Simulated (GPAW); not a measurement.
Crystal: CuI (Marshite).

```
I Cu
1.0
     0.00000    3.03150    3.03150
     3.03150    0.00000    3.03150
     3.03150    3.03150    0.00000
I Cu
1 1
Cartesian
  0.0000 0.0000 0.0000
  4.5473 4.5473 4.5473
```

Base run:

```yaml
Program: GPAW 26.7.0
Functional: PBE
Potentials_or_basis: GPAW PAW data sets (gpaw-data 1.2.1)
Cutoff: 450 eV
Basis: pw
k_mesh: 6 × 6 × 6
Occupations: fermi-dirac, width 0.05 eV
Spin: no spin polarisation
```

Its results: band gap on the k mesh 1.14 eV, direct.

Problem. The run is repeated on the same cell with these changes: functional from PBE to PBE0; k mesh from 6 × 6 × 6 to 4 × 4 × 4. What comes out?

Solution. Band gap on the k mesh 3.31 eV, direct.

Several settings changed at once, so the effect can't be laid on one alone.

Caveats: some runs use coarse meshes; spin-orbit coupling is left out, which moves the levels of the heavy elements; exact exchange converges slowly with the k mesh, and this mesh is small (some runs).

